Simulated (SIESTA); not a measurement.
In:

```xyz
1
Lattice="-1.6255 1.6255 2.4737 1.6255 -1.6255 2.4737 1.6255 1.6255 -2.4737" Properties=species:S:1:pos:R:3 pbc="T T T"
In    0.0000    0.0000    0.0000
```

Base run:

- Program: SIESTA 5.4.2
- Functional: vdW-DF2
- Potentials or basis: PseudoDojo 0.4 standard (PBE files)
- Basis: DZP (energy shift 0.003 Ry; two zetas on semicore shells)
- Grid cutoff: 500 Ry
- Energy shift: 0.003 Ry
- k mesh: 11 × 11 × 11
- Occupations: fermi-dirac, width 0.05 eV
- Spin: no spin polarisation

Its results: band gap on the k mesh none (metal or under the smearing width); pressure 9.3 GPa.

Q: The run is repeated on the same cell with these changes: functional from vdW-DF2 to vdW-DF-C09. What comes out?

A: Band gap on the k mesh none (metal or under the smearing width); pressure 0.0 GPa.

Caveats: the potentials were made for another functional, which shifts forces and pressure; the basis of atomic orbitals isn't converged, which shifts pressures, moduli and gaps.
